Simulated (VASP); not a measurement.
# Cr (Im-3m) in VASP: further runs, part 2 of 2

VASP 6.6.1.

## 3. Single point, PBE, collinear spin, ferromagnetic start

File run.py:

```python
from ase.calculators.vasp import Vasp
from ase.dft.bandgap import bandgap
from ase.io import read

atoms = read('Cr.xyz')
atoms.set_initial_magnetic_moments([3.0])
calc = Vasp(
    directory='calc',
    xc='pbe',
    pp='PBE',
    setups='recommended',
    pp_version='54',
    prec='Accurate',
    encut=520,
    ediff=1e-06,
    ismear=0,
    sigma=0.1,
    lreal=False,
    lasph=True,
    nelm=100,
    algo='Normal',
    isif=2,
    lwave=False,
    lcharg=False,
    ispin=2,
    lorbit=11,
    lmaxmix=4,
    kpts=[12, 12, 12],
    gamma=True,
)
atoms.calc = calc

print('energy (eV):', atoms.get_potential_energy())
print('free energy (eV):', atoms.get_potential_energy(force_consistent=True))
print('forces (eV/A):')
print(atoms.get_forces())
print('stress (eV/A^3, Voigt):', atoms.get_stress())
print('Fermi level (eV):', calc.get_fermi_level())
print('moment (muB):', atoms.get_magnetic_moment())
print('site moments (muB):', atoms.get_magnetic_moments())
gap, top, bottom = bandgap(calc)
print('band gap (eV):', gap, 'from (spin, k, band)', top, 'to', bottom)
```

File Cr.xyz:

```xyz
1
Lattice="-1.4844496776 1.4844496776 1.4844496776 1.4844496776 -1.4844496776 1.4844496776 1.4844496776 1.4844496776 -1.4844496776" Properties=species:S:1:pos:R:3 pbc="T T T"
Cr     0.0000000000      0.0000000000      0.0000000000
```

Potentials or basis: VASP PAW PBE potentials, release 54 (Cr_pv).

Started as:

```console
> python run.py
```

The log of the run:

```text
energy (eV): -9.38188735
free energy (eV): -9.38355176
forces (eV/A):
[[ 0. -0.  0.]]
stress (eV/A^3, Voigt): [ 0.15661677  0.15661677  0.15661677 -0.         -0.         -0.        ]
Fermi level (eV): 9.2533499
moment (muB): 2.23e-05
site moments (muB): [0.]
band gap (eV): 0.0 from (spin, k, band) (None, None, None) to (None, None, None)
```

OUTCAR:

```text
ENCUT = 520.000000
   EDIFF = 1.00e-06
   GGA = PE
   PREC = Accurate
   ISIF = 2
   ISMEAR = 0
   ISPIN = 2
   LORBIT = 11
   NELM = 100
   LASPH = .TRUE.
   LREAL = .FALSE.

 ion  position               nearest neighbor table
   1  0.000  0.000  0.000-

  LATTYP: Found a body centered cubic cell.
 ALAT       =     2.9688993552

  Lattice vectors:

 A1 = (  -1.4844496776,   1.4844496776,   1.4844496776)
 A2 = (   1.4844496776,  -1.4844496776,   1.4844496776)
 A3 = (   1.4844496776,   1.4844496776,  -1.4844496776)

Analysis of symmetry for initial positions (statically):
=====================================================================
 Subroutine PRICEL returns:
 Original cell was already a primitive cell.

 Routine SETGRP: Setting up the symmetry group for a
 body centered cubic supercell.

 Subroutine GETGRP returns: Found 48 space group operations
 (whereof 48 operations were pure point group operations)
 out of a pool of 48 trial point group operations.

The static configuration has the point symmetry O_h .

Analysis of symmetry for dynamics (positions and initial velocities):
=====================================================================
 Subroutine PRICEL returns:
 Original cell was already a primitive cell.

 Routine SETGRP: Setting up the symmetry group for a
 body centered cubic supercell.

 Subroutine GETGRP returns: Found 48 space group operations
 (whereof 48 operations were pure point group operations)
 out of a pool of 48 trial point group operations.

The dynamic configuration has the point symmetry O_h .

Analysis of structural, dynamic, and magnetic symmetry:
=====================================================================
 Subroutine PRICEL returns:
 Original cell was already a primitive cell.

 Routine SETGRP: Setting up the symmetry group for a
 body centered cubic supercell.

 Subroutine GETGRP returns: Found 48 space group operations
[... 1393 lines left out ...]
------------------------ aborting loop because EDIFF is reached ----------------------------------------

 total charge

# of ion       s       p       d       tot
------------------------------------------
    1        0.396   6.328   4.091  10.815

 magnetization (x)

# of ion       s       p       d       tot
------------------------------------------
    1       -0.000   0.000   0.000   0.000

    CHARGE:  cpu time      0.0000: real time      0.0623
    FORLOC:  cpu time      0.0000: real time      0.0008
    FORNL :  cpu time      0.0000: real time      0.0996
    STRESS:  cpu time      0.0000: real time      0.2190
    FORCOR:  cpu time      0.0000: real time      0.0513
    FORHAR:  cpu time      0.0000: real time      0.0045
    MIXING:  cpu time      0.0000: real time      0.0021
    OFIELD:  cpu time      0.0000: real time      0.0001

  FORCE on cell =-STRESS in cart. coord.  units (eV):
  Direction    XX          YY          ZZ          XY          YZ          ZX
  --------------------------------------------------------------------------------------
  -------------------------------------------------------------------------------------
  Total       -2.0492480     -2.0492480     -2.0492480      0.0000000     -0.0000000      0.0000000
  in kB     -250.9277346   -250.9277346   -250.9277346      0.0000000     -0.0000000      0.0000000
  external PRESSURE =    -250.9277346 kB  Pullay stress =       0.0000000 kB

 VOLUME and BASIS-vectors are now :
 -----------------------------------------------------------------------------
  energy-cutoff  :      520.00
  volume of cell :       13.08
      direct lattice vectors                 reciprocal lattice vectors
    -1.484449678  1.484449678  1.484449678     0.000000000  0.336825160  0.336825160
     1.484449678 -1.484449678  1.484449678     0.336825160  0.000000000  0.336825160
     1.484449678  1.484449678 -1.484449678     0.336825160  0.336825160  0.000000000

  length of vectors
     2.571142263  2.571142263  2.571142263     0.476342709  0.476342709  0.476342709

 FORCES acting on ions
    electron-ion (+dipol)            ewald-force                    non-local-force                 convergence-correction
 -----------------------------------------------------------------------------------------------
   -.881E-15 -.248E-13 0.320E-13   -.244E-14 -.120E-14 0.377E-14   0.000E+00 -.258E-25 0.258E-25   0.451E-13 0.139E-14 0.394E-14
 -----------------------------------------------------------------------------------------------
   -.881E-15 -.248E-13 0.320E-13   -.244E-14 -.120E-14 0.377E-14   0.000E+00 -.258E-25 0.258E-25   0.451E-13 0.139E-14 0.394E-14

 POSITION                                       TOTAL-FORCE (eV/Angst)
 -----------------------------------------------------------------------------------
      0.00000      0.00000      0.00000         0.000000     -0.000000      0.000000
 -----------------------------------------------------------------------------------
    total drift:                                0.000000     -0.000000      0.000000

--------------------------------------------------------------------------------------------------------

  FREE ENERGIE OF THE ION-ELECTRON SYSTEM (eV)
  ---------------------------------------------------
  free  energy   TOTEN  =        -9.3835517640 eV

  energy  without entropy=       -9.3802229432  energy(sigma->0) =       -9.38188735

--------------------------------------------------------------------------------------------------------

    POTLOK:  cpu time      0.0000: real time      0.1836

--------------------------------------------------------------------------------------------------------

     LOOP+:  cpu time      0.0000: real time     17.0126
    4ORBIT:  cpu time      0.0000: real time      0.0000

 total charge

# of ion       s       p       d       tot
------------------------------------------
    1        0.396   6.328   4.091  10.815

 magnetization (x)

# of ion       s       p       d       tot
------------------------------------------
    1       -0.000   0.000   0.000   0.000

 total amount of memory used by VASP MPI-rank0    52324. kBytes
=======================================================================

   base                                    :      30000. kBytes
   nonl-proj                               :       3842. kBytes
   fftplans                                :       2284. kBytes
   grid                                    :       5440. kBytes
   one-center                              :         31. kBytes
   wavefun                                 :      10727. kBytes

 General timing and accounting informations for this job:
 ========================================================
```

INCAR:

```text
ENCUT = 520.000000
SIGMA = 0.100000
EDIFF = 1.00e-06
ALGO = Normal
GGA = PE
PREC = Accurate
ISIF = 2
ISMEAR = 0
ISPIN = 2
LMAXMIX = 4
LORBIT = 11
NELM = 100
LASPH = .TRUE.
LCHARG = .FALSE.
LWAVE = .FALSE.
LREAL = .FALSE.
MAGMOM = 1*3.0000
```

Wall time 22 s (1 thread of Intel Xeon Platinum 8488C (Sapphire Rapids), shared host); peak memory 0.14 GiB.

Results:

| Item | Value |
| --- | --- |
| Free energy | -9.3836 eV |
| Pressure | -25.1 GPa |
| Band gap on the k mesh | none (metal or under the smearing width) |
| Net moment | 0.00 μB per cell |
| Valence electrons inside the program's atomic spheres | Cr 10.81 |

Caveat: the starting moments collapsed, and a magnetic state may lie lower; so large a pressure means that the cell lies far from this level's equilibrium, or that cutoff or potentials fall short.
